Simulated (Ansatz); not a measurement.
# Mn, alpha-Mn (A12): geometry optimisation

All numbers below come from Ansatz, DFT, PBE, plane waves (420 eV) with PAW, scalar-relativistic.

k-point mesh 3×3×3, Fermi-Dirac smearing 0.05 eV, starting moments 3.00, 2.50 ×4, -0.80 ×12, -0.40 ×12 μB. Cell and atoms relax.

Starting structure:

```yaml
crystal:
  lattice:
    - [-4.4, 4.4, 4.4]
    - [4.4, -4.4, 4.4]
    - [4.4, 4.4, -4.4]
  atoms:
    - { symbol: Mn, position: [0.366, 1.0, 1.0], spin: 2.5 }
    - { symbol: Mn, position: [0.609, 0.323, 0.0], spin: -0.8 }
    - { symbol: Mn, position: [0.609, 0.0, 0.323], spin: -0.8 }
    - { symbol: Mn, position: [0.811, 0.633, 1.0], spin: -0.4 }
    - { symbol: Mn, position: [0.811, 0.0, 0.633], spin: -0.4 }
    - { symbol: Mn, position: [0.822, 0.189, 0.189], spin: -0.4 }
    - { symbol: Mn, position: [0.0, 0.366, 0.0], spin: 2.5 }
    - { symbol: Mn, position: [0.323, 0.609, 0.0], spin: -0.8 }
    - { symbol: Mn, position: [0.0, 0.609, 0.323], spin: -0.8 }
    - { symbol: Mn, position: [0.633, 0.811, 0.0], spin: -0.4 }
    - { symbol: Mn, position: [1.0, 0.811, 0.633], spin: -0.4 }
    - { symbol: Mn, position: [0.189, 0.822, 0.189], spin: -0.4 }
    - { symbol: Mn, position: [0.0, 0.0, 0.366], spin: 2.5 }
    - { symbol: Mn, position: [0.0, 0.323, 0.609], spin: -0.8 }
    - { symbol: Mn, position: [0.323, 0.0, 0.609], spin: -0.8 }
    - { symbol: Mn, position: [0.0, 0.633, 0.811], spin: -0.4 }
    - { symbol: Mn, position: [0.633, 1.0, 0.811], spin: -0.4 }
    - { symbol: Mn, position: [0.189, 0.189, 0.822], spin: -0.4 }
    - { symbol: Mn, position: [0.0, 0.0, 0.0], spin: 3.0 }
    - { symbol: Mn, position: [0.634, 0.634, 0.634], spin: 2.5 }
    - { symbol: Mn, position: [0.391, 0.391, 0.714], spin: -0.8 }
    - { symbol: Mn, position: [0.714, 0.391, 0.391], spin: -0.8 }
    - { symbol: Mn, position: [0.391, 0.714, 0.391], spin: -0.8 }
    - { symbol: Mn, position: [0.677, 0.677, 0.286], spin: -0.8 }
    - { symbol: Mn, position: [0.286, 0.677, 0.677], spin: -0.8 }
    - { symbol: Mn, position: [0.677, 0.286, 0.677], spin: -0.8 }
    - { symbol: Mn, position: [0.367, 0.367, 0.178], spin: -0.4 }
    - { symbol: Mn, position: [0.178, 0.367, 0.367], spin: -0.4 }
    - { symbol: Mn, position: [0.367, 0.178, 0.367], spin: -0.4 }
hamiltonian:
  xc: pbe
  pseudopotentials:
    kind: paw
    azcp:
      Mn: "pseudopotentials/Mn.paw.azcp"
basis:
  ecutwfc: 420
  fft_grid_basis: typed
kpoints:
  mp_grid: { grid: [3, 3, 3], shift: [0, 0, 0] }
magnetization:
  spin_polarized: true
scf:
  occupations: { method: fermi_dirac, width: 0.05 }
relax:
  max_steps: 60
  f_tol: 0.02
  cell: {}
```

**Question.** What cell does the relaxation end in?

**Answer.** I-43m (spin ignored) with a = 8.638 Å; 11.11 Å³ per atom against 11.75 at the start (-5.4 %).

**Question.** How much energy does the relaxation gain?

**Answer.** 31.8 meV per atom.

**Question.** Which magnetic state does it end in?

**Answer.** ferrimagnetic, largest moment 2.99 μB in the atomic sphere; moments 2.99, 2.48 ×4, -0.50 ×12, 0.25 ×12 μB.
